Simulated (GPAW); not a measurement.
The system is Os.

```
Os
1.0
     2.73410    0.00000    0.00000
    -1.36705    2.36780    0.00000
     0.00000    0.00000    4.31970
Os
2
Direct
  0.66667 0.33333 0.75000
  0.33333 0.66667 0.25000
```

- Program: GPAW 26.7.0
- Task: relaxation of cell and atoms
- Functional: PBEsol
- Dispersion: D4
- Potentials or basis: PAW data sets generated in the run's folder for this functional
- Cutoff: 600 eV
- Basis: pw
- k mesh: 8 × 8 × 5
- Occupations: fermi-dirac, width 0.05 eV
- Spin: no spin polarisation

At the start: pressure -10.1 GPa; volume 13.98 Å³/atom.

Problem. How do energy, volume and symmetry change on relaxing?

Solution. Over 4 steps the energy falls by 10.6 meV/atom and the volume is 13.65 Å³/atom (-2.4 %); space group P6_3/mmc (No. 194, to 0.05 Å).

Step by step:
| step | energy change (eV) | largest force (eV/Å) | pressure (GPa) | volume (Å³) |
| --- | --- | --- | --- | --- |
| 1 | 0.0000 | 0.0000 | -10.09 | 27.96 |
| 2 | -0.0202 | 0.0000 | -2.20 | 27.44 |
| 3 | -0.0211 | 0.0000 | 0.07 | 27.30 |
| 4 | -0.0211 | 0.0000 | 0.01 | 27.30 |

Final structure:
```
Os
1.0
     2.71197    0.00000    0.00000
    -1.35599    2.34864    0.00000
     0.00000    0.00000    4.28684
Os
2
Direct
  0.66667 0.33333 0.75000
  0.33333 0.66667 0.25000
```

Caveat: later steps reuse the first step's grids; pairwise dispersion overbinds metals, which lowers pressure and volume.
